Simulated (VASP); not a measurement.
# BaTe (Fm-3m) in VASP: notebook

One crystal, BaTe, is run at these levels: r2SCAN; tasks: single point.

Everything below comes from runs of VASP 6.6.1. Logs are shortened: lines on timing, memory, paths and dates and some standing lists are left out, and cuts for length are marked.

### Step 1. The crystal as given

The structure is cubic, space group Fm-3m (No. 225). The conventional cell has a = 6.820 Å, b = 6.820 Å, c = 6.820 Å, α = 90.00°, β = 90.00°, γ = 90.00°. Around Ba (site symmetry m-3m) lie 6 Te at 3.41 Å. Around Te (site symmetry m-3m) lie 6 Ba at 3.41 Å.

### Step 2. Single point, r2SCAN

File INCAR:

```
SYSTEM = BaTe
ADDGRID  = .FALSE.      
ALGO     = Normal         ! electronic algorithm
EDIFF    = 1E-6           ! SCF threshold, eV
ENCUT    = 450            ! plane-wave cutoff, eV
ISIF     = 2              ! what is computed and relaxed
ISMEAR   = 0              ! smearing method
LASPH    = .TRUE.         ! aspherical terms in the spheres
LCHARG   = .FALSE.        ! write CHGCAR
LMIXTAU  = .TRUE.       
LREAL    = .FALSE.        ! projectors in reciprocal space
LWAVE    = .FALSE.        ! write WAVECAR
METAGGA  = R2SCAN         ! meta-GGA
NELM     = 100            ! most SCF steps
PREC     = Accurate       ! precision mode
SIGMA    = 0.2            ! smearing width, eV
```

File KPOINTS:

```
k-points
0
G
  5 5 5
  0 0 0
```

File POSCAR:

```
BaTe
1.0
    0.0000000000      3.4100000000      3.4100000000
    3.4100000000      0.0000000000      3.4100000000
    3.4100000000      3.4100000000      0.0000000000
Ba Te
1 1
Direct
   -0.0114420000     -0.0073020000      0.0189620000
    0.5174540000      0.4974090000      0.5124580000
```

Potentials or basis: VASP PAW PBE potentials, release 64 (Ba_sv, Te).

Launch:

```bash
$ cat potpaw_PBE.64/Ba_sv/POTCAR potpaw_PBE.64/Te/POTCAR > POTCAR
$ mpirun -np 1 vasp_std > vasp.out
```

OUTCAR:

```text
SYSTEM = BaTe
   EDIFF = 1E-6
   ENCUT = 450
   ISIF = 2
   ISMEAR = 0
   LASPH = .TRUE.
   LREAL = .FALSE.
   METAGGA = R2SCAN
   NELM = 100
   PREC = Accurate

 Found     63 irreducible k-points:

 Following reciprocal coordinates:
            Coordinates               Weight
  0.000000  0.000000  0.000000      1.000000
  0.200000  0.000000  0.000000      2.000000
  0.000000  0.200000  0.000000      2.000000
  0.000000  0.000000  0.200000      2.000000
  0.200000  0.200000  0.200000      2.000000
  0.400000  0.000000  0.000000      2.000000
   k-points           NKPTS =     63   k-points in BZ     NKDIM =     63   number of bands    NBANDS=     12
   number of dos      NEDOS =    301   number of ions     NIONS =      2
   total plane-waves  NPLWV =  46656
   dimension x,y,z NGX =    36 NGY =   36 NGZ =   36
   dimension x,y,z NGXF=    72 NGYF=   72 NGZF=   72
   ions per type =               1   1
   NGX,Y,Z   is equivalent  to a cutoff of  12.41, 12.41, 12.41 a.u.
   NGXF,Y,Z  is equivalent  to a cutoff of  24.82, 24.82, 24.82 a.u.
 SYSTEM =  BaTe
   PREC   = accura    normal or accurate (medium, high low for compatibility)
   ISTART =      0    job   : 0-new  1-cont  2-samecut
   ICHARG =      2    charge: 1-file 2-atom 10-const
   ISPIN  =      1    spin polarized calculation?
   LNONCOLLINEAR =      F non collinear calculations
   LSORBIT =      F    spin-orbit coupling
   LASPH  =      T    aspherical Exc in radial PAW
   ENCUT  =  450.0 eV  33.07 Ry    5.75 a.u.   8.34  8.34  8.34*2*pi/ulx,y,z
   NELM   =    100;   NELMIN=  2; NELMDL= -5     # of ELM steps
   EDIFF  = 0.1E-05   stopping-criterion for ELM
   LREAL  =      F    real-space projection
   EDIFFG = 0.1E-04   stopping-criterion for IOM
   NSW    =      0    number of steps for IOM
   IBRION =     -1    ionic relax: 0-MD 1-quasi-New 2-CG
   NFREE  =      0    steps in history (QN), initial steepest desc. (CG)
   ISIF   =      2    stress and relaxation
   ISYM   =      2    0-nonsym 1-usesym 2-fastsym
   POTIM  = 0.5000    time-step for ionic-motion
   TEBEG  =    0.0;   TEEND  =   0.0 temperature during run
   PSTRESS=    0.0 pullay stress
   NELECT =      16.0000    total number of electrons
   NUPDOWN=      -1.0000    fix difference up-down
   EMIN   =  10.00;   EMAX   =-10.00  energy-range for DOS
   EFERMI =   0.00;   METHOD = LEGACY
   ISMEAR =     0;   SIGMA  =   0.20  broadening in eV -4-tet -1-fermi 0-gaus
   EFERMI_NEDOS =   21; number of points for ismear=-14 and -15
   IALGO  =     38    algorithm
   IMIX   =      4    mixing-type and parameters
     AMIX     =   0.40;   BMIX     =  1.00
     AMIX_MAG =   1.60;   BMIX_MAG =  1.00
  volume/ion in A,a.u.               =      39.65       267.58
  Fermi-wavevector in a.u.,A,eV,Ry     =   0.960175  1.814468 12.543704  0.921936
  Thomas-Fermi vector in A             =   2.089436
   LORBIT       =      0    0 simple, 1 ext, 2 COOP (PROOUT), +10 PAW based schemes
   METAGGA = R2SCAN    functional components
   LHFCALC =     F    Hartree Fock is set to
   AEXX    =    0.0000 exact exchange contribution
   IVDW    =     0    specifies the selected vdW correction
   LEPSILON=     F    determine dielectric tensor
   LRPA    =     F    only Hartree local field effects (RPA)
 non-spin polarized calculation
 Gauss-broadening in eV      SIGMA  =   0.20
  energy-cutoff  :      450.00
  volume of cell :       79.30
 maximum number of plane-waves:      1759
 NGX is ok and might be reduce to    36
   NGX = 17   NGY = 17   NGZ = 17

 number of electron      16.0000000 magnetization

 Free energy of the ion-electron system (eV)
  ---------------------------------------------------
  ext. energy  EPLUGINS =         0.00000000
  ---------------------------------------------------
  free energy    TOTEN  =       -55.87200332 eV

  energy without entropy =      -55.87200332  energy(sigma->0) =      -55.87200332

 E-fermi :   3.4083     XC(G=0):  -8.9626

 val. band max:        2.5590350773   @ k =   0.0000   0.0000   0.0000
 cond. band min:       4.4004887709   @ k =   0.4000   0.4000   0.0000
 fundamental gap:      1.8414536935
 Fermi energy:         3.4083266877

 k-point     1 :       0.0000    0.0000    0.0000
  band No.  band energies     occupation
      1     -25.0228      2.00000
      2      -9.7858      2.00000
      3      -9.7774      2.00000
      4      -9.7730      2.00000
      5      -7.4103      2.00000
      6       2.5520      2.00000
      7       2.5528      2.00000
      8       2.5590      2.00000
      9       5.8639      0.00000
     10       5.9101      0.00000
     11       5.9222      0.00000
     12       6.5211      0.00000

 k-point     2 :       0.2000    0.0000    0.0000
  band No.  band energies     occupation
      1     -25.0152      2.00000
      2     -10.0395      2.00000
      3      -9.7832      2.00000
      4      -9.7784      2.00000
      5      -7.0266      2.00000
      6       1.4775      2.00000
      7       2.0004      2.00000
      8       2.0098      2.00000
      9       6.0367      0.00000
     10       6.3960      0.00000
     11       6.4134      0.00000
     12       7.8497      0.00000

 k-point     3 :       0.0000    0.2000    0.0000
  band No.  band energies     occupation
      1     -25.0151      2.00000
      2     -10.0430      2.00000
      3      -9.7830      2.00000
      4      -9.7788      2.00000
      5      -7.0228      2.00000
      6       1.4689      2.00000
      7       2.0059      2.00000
      8       2.0367      2.00000
      9       5.9946      0.00000
     10       6.3884      0.00000
     11       6.4053      0.00000
     12       7.8289      0.00000

 k-point     4 :       0.0000    0.0000    0.2000
  band No.  band energies     occupation
      1     -25.0151      2.00000
      2     -10.0429      2.00000
      3      -9.7830      2.00000
      4      -9.7788      2.00000
      5      -7.0229      2.00000
      6       1.4691      2.00000
      7       2.0058      2.00000
      8       2.0360      2.00000
      9       5.9956      0.00000
     10       6.3885      0.00000
     11       6.4055      0.00000
     12       7.8292      0.00000

 k-point     5 :       0.2000    0.2000    0.2000
  band No.  band energies     occupation
      1     -25.0152      2.00000
      2     -10.0399      2.00000
      3      -9.7832      2.00000
      4      -9.7785      2.00000
      5      -7.0261      2.00000
      6       1.4763      2.00000
      7       2.0014      2.00000
      8       2.0130      2.00000
      9       6.0315      0.00000
     10       6.3938      0.00000
     11       6.4135      0.00000
     12       7.8453      0.00000

 k-point     6 :       0.4000    0.0000    0.0000
  band No.  band energies     occupation
      1     -25.0029      2.00000
      2     -10.3612      2.00000
      3      -9.7895      2.00000
      4      -9.7848      2.00000
      5      -6.4722      2.00000
      6       0.3147      2.00000
      7       1.3756      2.00000
      8       1.3809      2.00000
      9       6.8322      0.00000
     10       7.7084      0.00000
     11       7.7208      0.00000
     12       8.6341      0.00000

 [... further k-points ...]
[... 5 lines left out ...]
  --------------------------------------------------------------------------------------
  -------------------------------------------------------------------------------------
  Total        2.1861633      2.3228215      2.4967467      0.0031373     -0.0605629      0.0047870
  in kB       44.1672179     46.9281350     50.4419585      0.0633832     -1.2235564      0.0967123
  external PRESSURE =      47.1791038 kB  Pullay stress =       0.0000000 kB

 VOLUME and BASIS-vectors are now :
 -----------------------------------------------------------------------------
  energy-cutoff  :      450.00
  volume of cell :       79.30
      direct lattice vectors                 reciprocal lattice vectors
     0.000000000  3.410000000  3.410000000    -0.146627566  0.146627566  0.146627566
     3.410000000  0.000000000  3.410000000     0.146627566 -0.146627566  0.146627566
     3.410000000  3.410000000  0.000000000     0.146627566  0.146627566 -0.146627566

 POSITION                                       TOTAL-FORCE (eV/Angst)
 -----------------------------------------------------------------------------------
      3.44976      3.43564      6.75608        -0.019793      0.252979      0.390722
      3.44365      3.51200      3.46068         0.019793     -0.252979     -0.390722
 -----------------------------------------------------------------------------------
    total drift:                                0.000161      0.000036      0.000382

  FREE ENERGIE OF THE ION-ELECTRON SYSTEM (eV)
  ---------------------------------------------------
  free  energy   TOTEN  =       -55.8720033215 eV

  energy  without entropy=      -55.8720033214  energy(sigma->0) =      -55.87200332
```

Wall time 8 min (1 thread of AMD EPYC 7R43 (Zen 3), shared host); peak memory 0.22 GiB.

These settings aren't checked as converged: the numbers below hold their error.

What came out:

- Free energy: -55.8720 eV
- Pressure: 4.7 GPa
- Largest force: 0.466 eV/Å
- Band gap on the k mesh: 1.84 eV, indirect (least direct gap 2.20 eV)

Caveat: the PAW data sets were made with another functional, which shifts forces and pressure a little; spin-orbit coupling is left out, which moves the levels of the heavy elements; an odd mesh through Γ misses points on the zone boundary, where band edges often lie.

### Step 3. Single point, r2SCAN

Edit INCAR of step 2 so:

```diff
@@ -15,2 +15,2 @@
 PREC     = Accurate       ! precision mode
-SIGMA    = 0.2            ! smearing width, eV
+SIGMA    = 0.01           ! smearing width, eV
```

KPOINTS is that of step 2.

File POSCAR:

```
BaTe
1.0
    0.0000000000      3.4100000000      3.4100000000
    3.4100000000      0.0000000000      3.4100000000
    3.4100000000      3.4100000000      0.0000000000
Ba Te
1 1
Direct
    0.0000000000      0.0000000000      0.0000000000
    0.5000000000      0.5000000000      0.5000000000
```

Potentials or basis: VASP PAW PBE potentials, release 64 (Ba_sv, Te).

Launch:

```bash
$ cat potpaw_PBE.64/Ba_sv/POTCAR potpaw_PBE.64/Te/POTCAR > POTCAR
$ mpirun -np 1 vasp_std > vasp.out
```

OUTCAR:

```text
SYSTEM = BaTe
   EDIFF = 1E-6
   ENCUT = 450
   ISIF = 2
   ISMEAR = 0
   LASPH = .TRUE.
   LREAL = .FALSE.
   METAGGA = R2SCAN
   NELM = 100
   PREC = Accurate

 Found     10 irreducible k-points:

 Following reciprocal coordinates:
            Coordinates               Weight
  0.000000  0.000000  0.000000      1.000000
  0.200000  0.000000  0.000000      8.000000
  0.400000  0.000000  0.000000      8.000000
  0.200000  0.200000  0.000000      6.000000
  0.400000  0.200000  0.000000     24.000000
 -0.400000  0.200000  0.000000     24.000000
   k-points           NKPTS =     10   k-points in BZ     NKDIM =     10   number of bands    NBANDS=     12
[... 160 lines left out ...]
     10       7.4564      0.00000
     11       7.8972      0.00000
     12       8.9123      0.00000

 [... further k-points ...]
[... 5 lines left out ...]
  --------------------------------------------------------------------------------------
  -------------------------------------------------------------------------------------
  Total        2.2457522      2.2457522      2.2457522      0.0000000     -0.0000000      0.0000000
  in kB       45.3710970     45.3710970     45.3710970      0.0000000     -0.0000000      0.0000000
  external PRESSURE =      45.3710970 kB  Pullay stress =       0.0000000 kB

 VOLUME and BASIS-vectors are now :
 -----------------------------------------------------------------------------
  energy-cutoff  :      450.00
  volume of cell :       79.30
      direct lattice vectors                 reciprocal lattice vectors
     0.000000000  3.410000000  3.410000000    -0.146627566  0.146627566  0.146627566
     3.410000000  0.000000000  3.410000000     0.146627566 -0.146627566  0.146627566
     3.410000000  3.410000000  0.000000000     0.146627566  0.146627566 -0.146627566

 POSITION                                       TOTAL-FORCE (eV/Angst)
 -----------------------------------------------------------------------------------
      0.00000      0.00000      0.00000         0.000000      0.000000      0.000000
      3.41000      3.41000      3.41000        -0.000000     -0.000000     -0.000000
 -----------------------------------------------------------------------------------
    total drift:                                0.000000      0.000000      0.000000

  FREE ENERGIE OF THE ION-ELECTRON SYSTEM (eV)
  ---------------------------------------------------
  free  energy   TOTEN  =       -55.9037765719 eV

  energy  without entropy=      -55.9037765719  energy(sigma->0) =      -55.90377657
```

OSZICAR:

```text
N       E                     dE             d eps       ncg     rms          rms(c)
[... 13 lines left out ...]
DAV:  14    -0.559036965531E+02   -0.20422E-02   -0.10433E-03   268   0.374E-01    0.459E-02
DAV:  15    -0.559026710780E+02    0.10255E-02   -0.73795E-04   300   0.246E-01    0.301E-02
DAV:  16    -0.559036314801E+02   -0.96040E-03   -0.70735E-04   280   0.231E-01    0.256E-02
DAV:  17    -0.559037727074E+02   -0.14123E-03   -0.83134E-05   264   0.105E-01    0.225E-02
DAV:  18    -0.559037599632E+02    0.12744E-04   -0.48214E-06   304   0.255E-02    0.164E-02
DAV:  19    -0.559037756319E+02   -0.15669E-04   -0.17273E-05   268   0.490E-02    0.834E-03
DAV:  20    -0.559037767059E+02   -0.10740E-05   -0.92195E-07   192   0.824E-03    0.440E-03
DAV:  21    -0.559037765719E+02    0.13396E-06   -0.25411E-07   156   0.454E-03
   1 F= -.55903777E+02 E0= -.55903777E+02  d E =-.459108-100
```

Run time: 1.7 min. Hardware: 1 thread of AMD EPYC 7R43 (Zen 3), shared host; peak memory 0.19 GiB.

These settings aren't checked as converged: the numbers below hold their error.

What came out:

```
Free energy            : -55.9038 eV
Pressure               : 4.5 GPa
Band gap on the k mesh : 1.79 eV, indirect (least direct gap 2.17 eV)
```

Caveat: the PAW data sets were made with another functional, which shifts forces and pressure a little; spin-orbit coupling is left out, which moves the levels of the heavy elements; an odd mesh through Γ misses points on the zone boundary, where band edges often lie.

[end of part 1 of 2]
